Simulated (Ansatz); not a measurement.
# Si: response to a displaced atom

Aim: deform Si (atom 1 (Si) moved by (0.046, 0.046, 0.046) Å) and compute stress, forces and field gradients with PAW and all-electron datasets made for the crystal.

Program: Ansatz 0.2.0. Level of theory: DFT PBE, scalar-relativistic. These are calculated values, not measurements.

## 1. The starting structure

Symmetry: Imma, No. 74, orthorhombic system. Conventional cell: a = 4.502 Å, b = 4.737 Å, c = 2.550 Å, α = 90.00°, β = 90.00°, γ = 90.00°. Si (site symmetry mm2) is surrounded by 8 Si at 2.39 to 2.74 Å.

Structure file:

```xyz
2
Lattice="-2.2510 2.3685 1.2750 2.2510 -2.3685 1.2750 2.2510 2.3685 -1.2750" Properties=species:S:1:pos:R:3 pbc="T T T"
Si    0.0000    1.1843    1.4204
Si    2.2510    1.1843   -0.1453
```

Atoms are numbered in the order of the input: Si1, Si2.

## 2. The deformed structure

Space group Imma before, P-1 after.

## 3. Frozen-core PAW

input.yaml reads:

```yaml
crystal:
  lattice:
    - [-2.251, 2.3685, 1.275]
    - [2.251, -2.3685, 1.275]
    - [2.251, 2.3685, -1.275]
  atoms:
    - { symbol: Si, position: [0.8348634162, 0.5853723814, 0.2700099152] }
    - { symbol: Si, position: [0.193, 0.443, 0.75] }
kpoints:
  mp_grid: { grid: [16, 16, 16] }
scf:
  occupations: { method: fermi_dirac, width: 0.05 }
hamiltonian:
  xc: pbe
  pseudopotentials: { kind: paw }
output:
  forces: true
  stress: true
  eigenvalues: true
  efg: { contact_densities: true }
```

Launch:

```console
> ansatz run input.yaml --threads 1 --pin off --max-ram 2048MiB --backend cpu --events-out ev --progress --plain --runs-dir out
```

## 4. All-electron PAW on datasets made for the crystal

Changes to input.yaml since step 3:

```diff
@@ -14,3 +14,3 @@
   xc: pbe
-  pseudopotentials: { kind: paw }
+  pseudopotentials: { kind: all_electron, datasets: crystal }
 output:
```

(Steps that only read results are left out.)

Before running it: what results should come out? Wanted: pressure; largest shear or deviatoric stress; force on Si1 along the move.

As calculated:

| quantity | value |
| --- | --- |
| pressure | PAW 16.36, crystal datasets 16.34 GPa |
| largest shear or deviatoric stress (PAW) | 1.15 GPa |
| force on Si1 along the move | -0.446 eV/Å |

**Reading.** Si1 feels a force against its move; no run of the undisplaced cell is shown, so any force that was there before is in it. No run of the undeformed cell stands beside it, so pressure and stress hold what the given cell had before the change, as far as its symmetry allows.
